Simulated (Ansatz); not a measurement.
# How far is PAW off for ZnS?

```
CELL_PARAMETERS angstrom
3.75949 0.00000 0.00000
-1.87975 3.25582 0.00000
0.00000 0.00000 6.14975
ATOMIC_POSITIONS crystal
Zn 0.33333 0.66667 0.00000
Zn 0.66667 0.33333 0.50000
S 0.33333 0.66667 0.38500
S 0.66667 0.33333 0.88500
```

Atom numbers follow the list: Zn1, Zn2, S3, S4.

The conventional cell has a = 3.759 Å, b = 3.759 Å, c = 6.150 Å, α = 90.00°, β = 90.00°, γ = 120.00°. Zn (atom 1) has 4 S at 2.28 to 2.37 Å as nearest neighbours. Around S (atom 3) lie 4 Zn at 2.28 to 2.37 Å.

The cell is COD entry 9008878, as deposited and not checked against the literature; nothing was relaxed. It differs from other determinations. The listed cell was then made from it by scaling, straining or moving an atom.

Levels of theory: DFT, PBE, PAW with Ansatz's default frozen-core files, scalar-relativistic (Ansatz 0.2.0); DFT, PBE, all-electron LAPW, scalar-relativistic (Ansatz 0.2.0).

For PAW: a Γ-centred 8×8×5 k mesh, Fermi–Dirac smearing of 0.03 eV, cutoff 420 eV, no spin polarisation. LAPW targets a basis error of 1 meV/atom. The Ansatz runs share mesh, smearing and spin set-up. Plane-wave (PAW) pressures include the program's estimate of the Pulay term.

Stress and pressure are positive in compression.

The change that made this cell: volume scaled by 0.96.

PAW results:

```csv
quantity,PAW
pressure (GPa),5.86
stress xx (GPa),6.75
stress zz (GPa),4.07
"force on Zn1, z (eV/Å)",0.371
"force on S3, z (eV/Å)",-0.371
band gap (eV),2.443
```

(1) What does LAPW (all electrons) give for the same quantities?

Answers

(1) 
| quantity | LAPW |
| --- | --- |
| pressure (GPa) | 5.87 |
| stress xx (GPa) | 6.76 |
| stress zz (GPa) | 4.08 |
| force on Zn1, z (eV/Å) | 0.371 |
| force on S3, z (eV/Å) | -0.371 |
| band gap (eV) | 2.446 |
